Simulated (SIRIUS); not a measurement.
Input of a SIRIUS 7.12.0 run:

The input sirius.json:

```json
{
  "control": {
    "processing_unit": "cpu",
    "verbosity": 2,
    "num_bands_to_print": 20,
    "print_forces": true,
    "print_stress": true
  },
  "parameters": {
    "electronic_structure_method": "pseudopotential",
    "xc_functionals": ["XC_GGA_X_PBE", "XC_GGA_C_PBE"],
    "gk_cutoff": 9.6,
    "pw_cutoff": 19.2,
    "ngridk": [10, 10, 10],
    "shiftk": [0, 0, 0],
    "smearing": "fermi_dirac",
    "smearing_width": 0.0018374661,
    "num_bands": 20,
    "num_mag_dims": 0,
    "num_dft_iter": 100,
    "energy_tol": 1e-08,
    "density_tol": 1e-06,
    "hubbard_correction": true
  },
  "iterative_solver": {
    "type": "davidson",
    "min_tolerance": 1e-10
  },
  "mixer": {
    "type": "anderson",
    "beta": 0.7,
    "max_history": 8
  },
  "settings": {
    "tol_ne": 1e-10,
    "pseudo_grid_cutoff": 6.5
  },
  "unit_cell": {
    "lattice_vectors": [
      [0.0, 4.397870282488, 4.397870282488],
      [4.397870282488, 0.0, 4.397870282488],
      [4.397870282488, 4.397870282488, 0.0]
    ],
    "atom_coordinate_units": "lattice",
    "atom_types": ["Cu", "O"],
    "atom_files": {
      "Cu": "Cu.json",
      "O": "O.json"
    },
    "atoms": {
      "Cu": [
        [0.0, 0.0, 0.0]
      ],
      "O": [
        [0.25, 0.25, 0.25]
      ]
    }
  },
  "hubbard": {
    "simplified": true,
    "subspace_method": "full_orthogonalization",
    "local": [
      {
        "atom_type": "Cu",
        "n": 3,
        "l": 2,
        "U": 0.29399458,
        "J": 0.0,
        "total_initial_occupancy": 9
      }
    ]
  }
}
```

Potentials or basis: PseudoDojo 0.4.1 PBE standard (scalar relativistic).

The run is started by

```sh
$ upf_to_json Cu.upf
$ upf_to_json O.upf
$ # the labels of the atomic orbitals (3D, 4S, ...) are then added to the .json files where the converter dropped them
$ OMP_NUM_THREADS=1 sirius.scf --input=sirius.json --output=out.json --task=0
```

Q: Predict the pressure.

A: -4.5 GPa.

Q: Predict the band gap on the k mesh.

A: None (metal or under the smearing width).

Eigenvalues of the final occupation matrices:
| site | spin | trace | eigenvalues |
| --- | --- | --- | --- |
| site 1 | 1 | 4.82 | 0.95 0.95 0.95 0.99 0.99 |

Caveat: an odd number of electrons without spin polarisation forces a metal; a magnetic or distorted state may lie lower; the run has no spin polarisation, though such a crystal can be magnetic; U without spin polarisation on a metal has little footing.
